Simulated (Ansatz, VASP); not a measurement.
**N: VASP beside Ansatz**

INCAR

```
SYSTEM = N
PREC = Accurate
ENCUT = 520
EDIFF = 1E-7
ISMEAR = 0
SIGMA = 0.1
LREAL = .False.
LASPH = .True.
NELM = 60
ALGO = Normal
ISIF = 2
LWAVE = .False.
LCHARG = .False.
GGA = PE
NBANDS = 8
```

KPOINTS

```
regular mesh
0
Gamma
  22 22 22
  0 0 0
```

The input POSCAR:

```
N
1.0
    0.0000000000      1.6190685716      1.6190685716
    1.6190685716      0.0000000000      1.6190685716
    1.6190685716      1.6190685716      0.0000000000
N
1
Direct
    0.0000000000      0.0000000000      0.0000000000
```

Input for Ansatz:

```yaml
crystal:
  lattice:
    - [0.0, 1.6190685716, 1.6190685716]
    - [1.6190685716, 0.0, 1.6190685716]
    - [1.6190685716, 1.6190685716, 0.0]
  atoms:
    - { symbol: "N", position: [0.0, 0.0, 0.0] }
basis:
  ecutwfc: 420
kpoints:
  mp_grid: { grid: [22, 22, 22] }
hamiltonian:
  xc: pbe
scf:
  occupations: { method: gaussian, width: 0.1 }
output:
  forces: true
  stress: true
  eigenvalues: true
```

Alike in both runs: task single point; functional PBE; k mesh 22 × 22 × 22; occupations gaussian, width 0.1 eV; no spin polarisation.

|  | VASP | Ansatz |
| --- | --- | --- |
| version | VASP 6.6.1 | Ansatz 0.2.0 |
| potentials or method | VASP PAW PBE potentials, release 64 (N) | scalar-relativistic, plane waves, PAW |
| plane-wave cutoff (eV) | 520 | 420 |
| valence electrons in the cell | 5 | 5 |

```csv
,VASP,Ansatz,Ansatz less VASP
gap on the k mesh at the Fermi level (eV),none,none,-
pressure (GPa),-15.9,-15.7,+0.27
```

A gap of «none» marks a metal or a gap that the smearing closes.

Caveats: so large a pressure means that the cell lies far from this level's equilibrium, or that cutoff or potentials fall short (VASP).
